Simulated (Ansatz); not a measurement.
The system is NiO.

```
Ni O
1.0
     0.00000    2.08590    2.08590
     2.08590    0.00000    2.08590
     2.08590    2.08590    0.00000
Ni O
1 1
Direct
  0.00000 0.00000 0.00000
  0.50000 0.50000 0.50000
```

Base run:

| Property | Result |
| --- | --- |
| Program | Ansatz 0.2.0 |
| Functional | PBEsol |
| Potentials or basis | all-electron LAPW, scalar-relativistic |
| Cutoff | 378 eV (chosen from the basis error) |
| Basis error allowed | 0.001 eV/atom |
| k mesh | 11 × 11 × 11 |
| Occupations | fermi-dirac, width 0.05 eV |
| Spin | no spin polarisation |

Its results: band gap on the k mesh none (metal or under the smearing width); pressure -11.7 GPa.

**Question.** The run is repeated on the same cell with these changes: spin from no spin polarisation to collinear spin, ferromagnetic start. What comes out?

**Answer.** Band gap on the k mesh none (metal or under the smearing width); pressure -6.8 GPa; net moment 1.48 μB per cell; site moments Ni +1.24; O +0.23 μB.

Caveats: semilocal functionals often make such compounds metallic where correlation or magnetic order opens a gap, which also shifts bond lengths; a cell with one magnetic atom can't hold antiferromagnetic order, which such compounds often take (some runs).
